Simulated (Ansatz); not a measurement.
Input of an Ansatz 0.2.0 run:

input.yaml

```yaml
crystal:
  lattice:
    - [6.3464495577, 0.0, 0.0]
    - [0.0, 3.49421554, 0.0]
    - [-0.5490254083, 0.0, 14.8561586148]
  atoms:
    - { symbol: Te, position: [0.06308657, 0.5, 0.40139181] }
    - { symbol: Te, position: [0.93626097, 0.0, 0.59892358] }
    - { symbol: Te, position: [0.56720469, 0.0, 0.36206281] }
    - { symbol: Te, position: [0.43253951, 0.5, 0.63827401] }
    - { symbol: Te, position: [0.09104745, 0.0, 0.13792275] }
    - { symbol: Te, position: [0.90945389, 0.5, 0.86175202] }
    - { symbol: Te, position: [0.58109276, 0.5, 0.09854983] }
    - { symbol: Te, position: [0.41934698, 0.0, 0.90115399] }
    - { symbol: Mo, position: [0.31968622, 0.0, 0.50682682] }
    - { symbol: Mo, position: [0.6797845, 0.5, 0.49352002] }
    - { symbol: Mo, position: [0.1814915, 0.5, 0.00653163] }
    - { symbol: Mo, position: [0.81900395, 0.0, 0.99308972] }
hamiltonian:
  xc: r2scan
  pseudopotentials: { kind: paw }
kpoints:
  mp_grid: { grid: [4, 8, 2] }
  band_path:
    path:
      - [[0.0, 0.0, 0.0], [0.0, 0.0, 0.5], [-0.4927891831, 0.0, 0.5426307308], [-0.5, 0.0, 0.5], [-0.5, 0.5, 0.5], [-0.5072108169, 0.5, 0.4573692692], [-0.5, 0.5, 0.0], [-0.5, 0.0, 0.0], [-0.5072108169, 0.0, 0.4573692692]]
      - [[-0.4927891831, 0.5, 0.5426307308], [0.0, 0.5, 0.5], [0.0, 0.5, 0.0]]
      - [[0.0, 0.0, 0.5], [0.0, 0.5, 0.5]]
    npoints: 10
scf:
  occupations: { method: fermi_dirac, width: 0.05 }
  n_extra_bands: 30
output:
  forces: true
  stress: true
  eigenvalues: true
  fatbands: true
```

Potentials or basis: Ansatz PAW.

Launch:

```console
$ ansatz run input.yaml --threads 4 --pin off --max-ram 11264MiB --backend cpu --events-out ev --progress --plain --runs-dir out
```

(1) What does it give for the band gap on the k mesh?

(2) Predict the largest force.

(3) Predict the pressure.

## Answers

(1) none (metal or under the smearing width).

(2) 0.074 eV/Å.

(3) 0.0 GPa.

Caveat: spin-orbit coupling is left out, which moves the levels of the heavy elements; the PAW data sets come from PBE, with cores solved anew for the run's functional, which leaves a small shift of forces and pressure.
